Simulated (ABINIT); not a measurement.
Set up this calculation in ABINIT 10.8.3 (patched build), as the native input.

```yaml
Task: band structure
Functional: revPBE
Potentials_or_basis: JTH PAW PBE v2.0
Cutoff: 544 eV
k_mesh: 10 × 10 × 10
Occupations: fermi-dirac, width 0.05 eV
Spin: no spin polarisation
Fine-grid_cutoff: 1088.46 eV
Exchange_and_correlation_inside_the_PAW_spheres: full angular mesh (pawxcdev 0, this build's default; the released program takes 1)
```

Crystal: HfC.

```xyz
2
Lattice="0.0000 2.3250 2.3250 2.3250 0.0000 2.3250 2.3250 2.3250 0.0000" Properties=species:S:1:pos:R:3 pbc="T T T"
Hf    2.3250    2.3250    2.3250
C     0.0000    0.0000    0.0000
```

These files were run (other wordings do the same):

run.abi

```
# Datasets: ground state, then fixed potential
ndtset 2

# Pseudopotentials
pp_dirpath "./"
pseudos "Hf.GGA_PBE-JTH.xml, C.GGA_PBE-JTH.xml"

# Structure
acell 3*1.0 Angstrom
rprim
     0.0000000000     2.3250000000     2.3250000000
     2.3250000000     0.0000000000     2.3250000000
     2.3250000000     2.3250000000     0.0000000000
ntypat 2
znucl 72 6
natom 2
typat 1 2
xred
     0.5000000000     0.5000000000     0.5000000000
     0.0000000000     0.0000000000     0.0000000000

# Plane-wave basis
ecut 20.0
pawecutdg 40.0

# Exchange and correlation
ixc 14

# Bands and occupations
occopt 3
tsmear 0.05 eV

# SCF cycle
nstep 100

# Output
iomode 3
prtwf 0
prteig 0
prtebands 0
prtden1 1

# Dataset 1
kptopt1 1
ngkpt1 10 10 10
nshiftk1 1
shiftk1 0.0 0.0 0.0
nband1 12
tolvrs1 1.0e-9

# Dataset 2: bands along G-X-W-K-G-L-U-W-L-K
iscf2 -2
getden2 1
nband2 16
nbdbuf2 2
tolwfr2 1.0e-12
kptopt2 -9
ndivsm2 5
prteig2 1
prtvol2 -3
kptbounds2
     0.0000000000     0.0000000000     0.0000000000
     0.5000000000     0.0000000000     0.5000000000
     0.5000000000     0.2500000000     0.7500000000
     0.3750000000     0.3750000000     0.7500000000
     0.0000000000     0.0000000000     0.0000000000
     0.5000000000     0.5000000000     0.5000000000
     0.6250000000     0.2500000000     0.6250000000
     0.5000000000     0.2500000000     0.7500000000
     0.5000000000     0.5000000000     0.5000000000
     0.3750000000     0.3750000000     0.7500000000
```

Potentials or basis: JTH PAW PBE v2.0.

Launch:

```sh
$ abinit run.abi > log 2>&1
```

It gave:

```json
{
  "Pressure": "2.8 GPa",
  "Band gap on the k mesh": "none (metal or under the smearing width)",
  "Valence electrons inside the program's atomic spheres": "Hf 9.59; C 2.43"
}
```

Caveat: the PAW data sets were made with another functional, which shifts forces and pressure a little; spin-orbit coupling is left out, which moves the levels of the heavy elements.

Run time: 21 s on 1 thread of INTEL(R) XEON(R) PLATINUM 8581C CPU @ 2.30GHz (Emerald Rapids), on a shared host, peak memory 0.11 GiB.
